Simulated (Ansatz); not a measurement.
## Structure optimisation: indium, fcc

Computed with DFT, revPBE, plane waves (420 eV) with PAW, scalar-relativistic in Ansatz. (PAW data from PBE, frozen cores regenerated.)

k-point mesh 12×12×12, Fermi-Dirac smearing 0.1 eV, no spin polarisation. Cell and atoms relax.

Starting structure:

```
CELL_PARAMETERS angstrom
0.00000 2.35565 2.35565
2.35565 0.00000 2.35565
2.35565 2.35565 0.00000
ATOMIC_POSITIONS crystal
In 0.00000 0.00000 0.00000
```

Task: What cell does the relaxation end in?

Result: Fm-3m with a = 4.843 Å; 28.40 Å³ per atom against 26.14 at the start (8.6 %).

Task: How much energy does the relaxation gain?

Result: 20.6 meV per atom.

Path of the relaxation (the plane waves are chosen anew near the end, which can shift the energy a little):

```json
{"step": "0", "E − E(final) (meV/atom)": "20.60", "V (Å³/atom)": "26.144", "P (GPa)": "3.20", "max force (eV/Å)": "0.000"}
{"step": "1", "E − E(final) (meV/atom)": "1.02", "V (Å³/atom)": "28.003", "P (GPa)": "0.45", "max force (eV/Å)": "0.000"}
{"step": "2", "E − E(final) (meV/atom)": "0.57", "V (Å³/atom)": "28.335", "P (GPa)": "0.07", "max force (eV/Å)": "0.000"}
{"step": "3", "E − E(final) (meV/atom)": "0.58", "V (Å³/atom)": "28.398", "P (GPa)": "0.00", "max force (eV/Å)": "0.000"}
{"step": "4", "E − E(final) (meV/atom)": "0.00", "V (Å³/atom)": "28.398", "P (GPa)": "-0.01", "max force (eV/Å)": "0.000"}
```
